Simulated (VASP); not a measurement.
## A VASP 6.6.1 single-point calculation on NaCl

INCAR

```
LCHARG = .FALSE.
GGA = PE
NSW = 0
IBRION = -1
ENCUT = 520
SIGMA = 0.2
ISIF = 2
LWAVE = .FALSE.
EDIFF = 1E-7
NELM = 65
LREAL = .FALSE.
LASPH = .TRUE.
ISMEAR = -5
PREC = Accurate
NBANDS = 14
```

KPOINTS

```
KPOINTS created by Atomic Simulation Environment
0
Gamma
8 8 8
0 0 0
```

POSCAR

```
Na Cl
 1.0000000000000000
     0.0000000000000000    2.8307258136000000    2.8307258136000000
     2.8307258136000000    0.0000000000000000    2.8307258136000000
     2.8307258136000000    2.8307258136000000    0.0000000000000000
 Na  Cl
   1   1
Cartesian
  0.0000000000000000  0.0000000000000000  0.0000000000000000
  2.8307258136000000  2.8307258136000000  2.8307258136000000
```

The recommended PBE PAW datasets give the neutral cell 14 valence electrons.

Command

```
mpirun -np 1 vasp_std
```

Q: How does this run end, and what does it give?

A: It converged. Results: gap between bands v and c on the k mesh 5.06 eV; least direct gap on the k mesh 5.06 eV; pressure 0.4 GPa. Band v is the last that the valence electrons fill when counted band by band, and c is the next.

OSZICAR

```
N       E                     dE             d eps       ncg     rms          rms(c)
DAV:   1     0.102786962989E+03    0.10279E+03   -0.70915E+03   812   0.102E+03
DAV:   2     0.210391445976E+01   -0.10068E+03   -0.92455E+02   848   0.270E+02
DAV:   3    -0.682703636690E+01   -0.89310E+01   -0.88723E+01  1052   0.744E+01
DAV:   4    -0.697389709826E+01   -0.14686E+00   -0.14679E+00   956   0.104E+01
DAV:   5    -0.697695494850E+01   -0.30579E-02   -0.30576E-02  1094   0.152E+00    0.215E+00
DAV:   6    -0.678246070409E+01    0.19449E+00   -0.32614E-01   980   0.328E+00    0.160E+00
DAV:   7    -0.677088178381E+01    0.11579E-01   -0.81481E-02  1090   0.162E+00    0.109E+00
DAV:   8    -0.677666817605E+01   -0.57864E-02   -0.10053E-02   890   0.856E-01    0.295E-01
DAV:   9    -0.677655621661E+01    0.11196E-03   -0.21593E-04  1040   0.112E-01    0.163E-01
DAV:  10    -0.677668294933E+01   -0.12673E-03   -0.33772E-04   902   0.140E-01    0.700E-02
DAV:  11    -0.677667144401E+01    0.11505E-04   -0.19781E-05  1040   0.404E-02    0.167E-02
DAV:  12    -0.677667138144E+01    0.62575E-07   -0.25777E-06   968   0.145E-02    0.147E-03
DAV:  13    -0.677667197281E+01   -0.59138E-06   -0.32979E-07   998   0.385E-03    0.331E-03
DAV:  14    -0.677667178018E+01    0.19264E-06   -0.40852E-08   682   0.111E-03    0.260E-04
DAV:  15    -0.677667177502E+01    0.51534E-08   -0.30472E-09   538   0.499E-04
   1 F= -.67766718E+01 E0= -.67766718E+01  d E =0.000000E+00
```

For comparison, a separate PBE run of the intended cell, on usual settings and not on those above, gives a gap of 5.06 eV on its mesh and a pressure of 0.4 GPa.
